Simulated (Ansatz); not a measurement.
# AlN (Fm-3m): zero-pressure volume and bulk modulus with PBEsol + D3(BJ)

An exercise on one series of results from a longer session: the logs are not shown, and one member is left open.

Program: Ansatz 0.2.0. Level of theory: DFT PBEsol + D3(BJ), scalar-relativistic, plane waves, PAW. These are calculated values, not measurements.

## The starting structure

The structure is cubic, space group Fm-3m (No. 225). Conventional cell: a = 3.956 Å, b = 3.956 Å, c = 3.956 Å, α = 90.00°, β = 90.00°, γ = 90.00°. Al (site symmetry m-3m) has 6 N at 1.98 Å in its first shell of neighbours. Around N (site symmetry m-3m) lie 6 Al at 1.98 Å.

Structure file:

```cif
data_structure
_symmetry_space_group_name_H-M 'P 1'
_symmetry_Int_Tables_number 1
_cell_length_a 2.7973
_cell_length_b 2.7973
_cell_length_c 2.7973
_cell_angle_alpha 60.000
_cell_angle_beta 60.000
_cell_angle_gamma 60.000
_cell_volume 15.48
loop_
_atom_site_label
_atom_site_type_symbol
_atom_site_fract_x
_atom_site_fract_y
_atom_site_fract_z
_atom_site_occupancy
Al1 Al 0.00000 0.00000 0.00000 1
N1 N 0.50000 0.50000 0.50000 1
```

An earlier run on this cell at PBE gave 25.56 GPa at 7.739 Å³/atom (10×10×10 mesh), gap on the mesh 5.17 eV. The cell is compressed at this level.

Set-up of the first run:

input.yaml reads:

```yaml
crystal:
  lattice:
    - [0.0, 1.9780005664, 1.9780005664]
    - [1.9780005664, 0.0, 1.9780005664]
    - [1.9780005664, 1.9780005664, 0.0]
  atoms:
    - { symbol: Al, position: [0.0, 0.0, 0.0] }
    - { symbol: "N", position: [0.5, 0.5, 0.5] }
basis:
  ecutwfc: 420
  ecutrho_ratio: 4
kpoints:
  mp_grid: { grid: [10, 10, 10] }
hamiltonian:
  xc: pbesol
  dispersion: d3bj
scf:
  occupations: { method: gaussian, width: 0.05 }
output:
  forces: true
  stress: true
  eigenvalues: true
```

Command:

```
> ansatz run input.yaml --threads 4 --pin off --max-ram 8192MiB --backend cpu --events-out ev --progress --plain --runs-dir out
```

Among the steps run: At the given cell; Stepping to 8.445 Å³/atom; Stepping to 8.096 Å³/atom; Stepping to 8.100 Å³/atom; Volume × 0.98 of the new zero; Volume × 1.02 of the new zero; Volume × 0.96 of the new zero; Volume × 1.04 of the new zero.

One table of the session follows, with a row left open; its other results are not shown here.

It belongs to the step «Energy and pressure against volume». 

```
volume (Å³/atom)  energy (meV/atom)  pressure (GPa)
           7.776              11.92           12.14
           7.938               2.90            5.77
           8.100               0.00            0.00
           8.262                  ?               ?
           8.424              10.41           -9.96
```

**Question.** Estimate the row for volume (Å³/atom) = 8.262.

Worked estimate for «energy (meV/atom)». A straight line through the neighbours (8.100, 0.00) and (8.424, 10.41) gives 0.00 + (10.41 − 0.00) × (8.262 − 8.100) / (8.424 − 8.100) = 5.21; a parabola fitted to 3 rows on both sides gives 2.50.

As computed: energy (meV/atom): 2.71; pressure (GPa): -5.22. In «energy (meV/atom)» the line misses by +2.50 and the parabola by -0.21.
